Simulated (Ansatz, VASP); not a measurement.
**CsSnBr3: VASP beside Ansatz**

```
Cs Sn Br
1.0
     5.76438    0.00000    0.00000
     0.00000    5.76438    0.00000
     0.00000    0.00000    5.76438
Cs Sn Br
1 1 3
Direct
  0.50000 0.50000 0.50000
  0.00000 0.00000 0.00000
  0.50000 0.00000 0.00000
  0.00000 0.50000 0.00000
  0.00000 0.00000 0.50000
```

Alike in both runs: functional PBEsol; k mesh 6 × 6 × 6; no spin polarisation.

Ansatz relaxed the structure, and its values are those at the end. VASP's run is a single point on that final structure, the one shown.

```csv
,VASP,Ansatz
version,VASP 6.6.1,Ansatz 0.2.0
potentials or method,"VASP PAW PBE potentials, release 64 (Cs_sv, Sn_d, Br)","scalar-relativistic, plane waves, PAW"
plane-wave cutoff (eV),520,420
occupations,"gaussian, width 0.01 eV",fixed
valence electrons in the cell,44,44
```

Ansatz gave:

```
gap on the k mesh at the Fermi level (eV) : 0.22
least direct gap on the mesh (eV)         : 0.22
pressure (GPa)                            : 0.0
```

Problem. What did VASP give for the same quantities?

Solution. gap on the k mesh at the Fermi level (eV): 0.21; least direct gap on the mesh (eV): 0.21; pressure (GPa): 0.0.

Caveats: the PAW data sets were made with another functional, which shifts forces and pressure a little (VASP); spin-orbit coupling is left out, which moves the levels of the heavy elements. A k mesh can miss the band edges. A hybrid or GW would open this gap; PBEsol tends to underestimate it.
